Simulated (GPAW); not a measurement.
The system is WC (Qusongite).

```xyz
2
Lattice="2.9065 0.0000 0.0000 -1.4532 2.5171 0.0000 0.0000 0.0000 2.8366" Properties=species:S:1:pos:R:3 pbc="T T T"
W     0.0000    0.0000    0.0000
C     1.4533    0.8390    1.4183
```

| Item | Value |
| --- | --- |
| Program | GPAW 26.7.0 |
| Task | relaxation of cell and atoms |
| Functional | PBEsol |
| Dispersion | D3(BJ) |
| Potentials or basis | PAW data sets generated in the run's folder for this functional |
| Cutoff | 800 eV |
| Basis | pw |
| k mesh | 10 × 10 × 9 |
| Occupations | fermi-dirac, width 0.05 eV |
| Spin | no spin polarisation |

At the start: pressure -11.0 GPa; volume 10.38 Å³/atom.

Task: Where does the relaxation end?

Result: Over 8 steps the energy falls by 9.3 meV/atom and the volume is 10.10 Å³/atom (-2.7 %); space group P-6m2 (No. 187, to 0.05 Å).

Step by step:
| step | energy change (eV) | largest force (eV/Å) | pressure (GPa) | volume (Å³) |
| --- | --- | --- | --- | --- |
| 1 | 0.0000 | 0.0000 | -10.99 | 20.75 |
| 2 | -0.0120 | 0.0000 | -6.79 | 20.53 |
| 3 | -0.0186 | 0.0000 | 0.39 | 20.18 |
| 4 | -0.0186 | 0.0000 | 0.35 | 20.18 |
| 5 | -0.0186 | 0.0000 | 0.26 | 20.19 |
| 6 | -0.0186 | 0.0000 | 0.15 | 20.19 |
| 7 | -0.0187 | 0.0000 | 0.02 | 20.20 |
| 8 | -0.0187 | 0.0000 | -0.10 | 20.20 |

Final structure:
```yaml
crystal:
  lattice:
    - [2.88049, 0.00000, 0.00000]
    - [-1.44024, 2.49457, 0.00000]
    - [0.00000, 0.00000, 2.81149]
  atoms:
    - { symbol: W, position: [0.00000, 0.00000, 0.00000] }
    - { symbol: C, position: [0.66667, 0.33333, 0.50000] }
```

Caveat: later steps reuse the first step's grids; pairwise dispersion overbinds metals, which lowers pressure and volume.
